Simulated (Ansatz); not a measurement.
**TiH (Fm-3m): test of the smearing width in Python**

How much does the smearing width move the energy of TiH (Fm-3m)? A script is to give a test of the smearing width; the system is TiH (Fm-3m).

Program: the Python package of Ansatz 0.2.0. Level of theory: DFT PBEsol, plane waves, PAW. These are calculated values, not measurements.

## (1) The structure

The structure is cubic, space group Fm-3m (No. 225). Conventional cell: a = 4.179 Å, b = 4.179 Å, c = 4.179 Å, α = 90.00°, β = 90.00°, γ = 90.00°. Around Ti (site symmetry m-3m) lie 6 H at 2.09 Å. H (site symmetry m-3m) is surrounded by 6 Ti at 2.09 Å.

POSCAR_tih, read by the script:

```text
TiH
1.0
   0.00000000    2.08969722    2.08969722
   2.08969722    0.00000000    2.08969722
   2.08969722    2.08969722    0.00000000
Ti H
1 1
Direct
   0.00000000    0.00000000    0.00000000
   0.50000000    0.50000000    0.50000000
```

## (2) The script

File smear_tih.py:

```python
"""How the energy of TiH depends on the smearing."""

import warnings

import ansatz as az
from ase.io import read

warnings.simplefilter("ignore", az.DeckWarning)

atoms = read("POSCAR_tih", format="vasp")
cell = az.Crystal.from_ase(atoms)

base = cell.calculation()
base = base.functional("pbesol").basis(450)
base = base.kpoints(mesh=(12, 12, 12))
base = base.forces()
base = base.stress()

rows = []
for value in [0.5, 0.3, 0.2, 0.1]:
    r = base.occupations("methfessel_paxton", width=value).run(threads=1).report
    rows.append((value, r["free_energy_ev"] / len(r["lattice"]["sites"]), r["n_iterations"], sum(r["stress_gpa"][i][i] for i in range(3)) / 3, max(abs(f) for row in r["forces_ev_ang"] for f in row), r["n_kpoints"]))

print("  width (eV)   F/atom (eV)    iterations       P (GPa)  max component (eV/A)      k-points")
for row in rows:
    print(f"{str(row[0]):>12s}  {row[1]:12.5f}  {row[2]:12d}  {row[3]:12.3f}  {row[4]:20.4f}  {row[5]:12d}")

# the last row is the reference
for row in rows[:-1]:
    shift = 1000 * (row[1] - rows[-1][1])
    print(f"{row[0]}: {shift:+.2f} meV/atom" + ("  (within 2 meV)" if abs(shift) < 2 else ""))
```

## (3) What the engine is handed

The engine receives this input (first run):

```yaml
crystal:
  lattice:
    - [0.0, 2.08969722, 2.08969722]
    - [2.08969722, 0.0, 2.08969722]
    - [2.08969722, 2.08969722, 0.0]
  atoms:
    - { symbol: Ti, position: [0.0, 0.0, 0.0] }
    - { symbol: H, position: [0.5, 0.5, 0.5] }
basis:
  ecutwfc: 450.0
kpoints:
  mp_grid:
    grid: [12, 12, 12]
hamiltonian:
  xc: pbesol
scf:
  occupations:
    method: methfessel_paxton
    width: 0.5
output:
  forces: true
  stress: true
```

## (4) The run

Command:

```sh
> python smear_tih.py
```

The program printed:

```text
  width (eV)   F/atom (eV)    iterations       P (GPa)  max component (eV/A)      k-points
         0.5   -1245.17084             6        -3.755                0.0000            72
         0.3   -1245.16836             6        -3.729                0.0000            72
         0.2   -1245.16791             6        -3.655                0.0000            72
         0.1   -1245.16767             6        -3.600                0.0000            72
0.5: -3.17 meV/atom
0.3: -0.69 meV/atom  (within 2 meV)
0.2: -0.24 meV/atom  (within 2 meV)
```

It took 5.8 s on 1 thread of Arm Neoverse V1, shared host; peak memory 0.4 GiB.

## (5) What changed from run to run

The engine's inputs for the other runs:

Run 2, against run 1:

```diff
@@ -19 +19 @@
-    width: 0.5
+    width: 0.3
```

Run 3, against run 1:

```diff
@@ -19 +19 @@
-    width: 0.5
+    width: 0.2
```

Run 4, against run 1:

```diff
@@ -19 +19 @@
-    width: 0.5
+    width: 0.1
```

## (6) The engine's runs

The 4 runs, in the order started:

| run | width (eV) | energy from run 4 (meV/atom) | the same at zero width (meV/atom) | pressure (GPa) | SCF cycles | CPU time (s) |
| --- | --- | --- | --- | --- | --- | --- |
| 1 | 0.5 | -3.17 | -1.19 | -3.75 | 6 | 1.3 |
| 2 | 0.3 | -0.69 | -0.27 | -3.73 | 6 | 1.2 |
| 3 | 0.2 | -0.24 | -0.25 | -3.66 | 6 | 1.1 |
| 4 | 0.1 | 0.00 | 0.00 | -3.60 | 6 | 1.1 |

Energies are free energies F = E - TS of the smeared occupations. 

## (7) Results

```
                              quantity           value
                         runs compared               4
       last run but one, from the last  -0.24 meV/atom
within 5 meV/atom of the last run from             0.5
```

**Reading.** Going from 0.1 to 0.5 eV changes F by -3.2 meV an atom. This scheme is built to cancel the term in the square of the width, so the shifts stay small and are partly the mesh's error. The pressure moves from -3.60 to -3.75 GPa. Notes:
- Spin is left out of this run.
- The mesh is modest for a metal, so energies can be off by several to tens of meV an atom and pressures by half a GPa or more; differences at equal mesh fare better.
- Forces vanish by symmetry here and test nothing.
- The narrowest width needs the finest mesh, so the last row is no converged reference.
- Pressure is positive in compression.
- The structure comes from a database of computed cells and needn't be a stable or known phase.
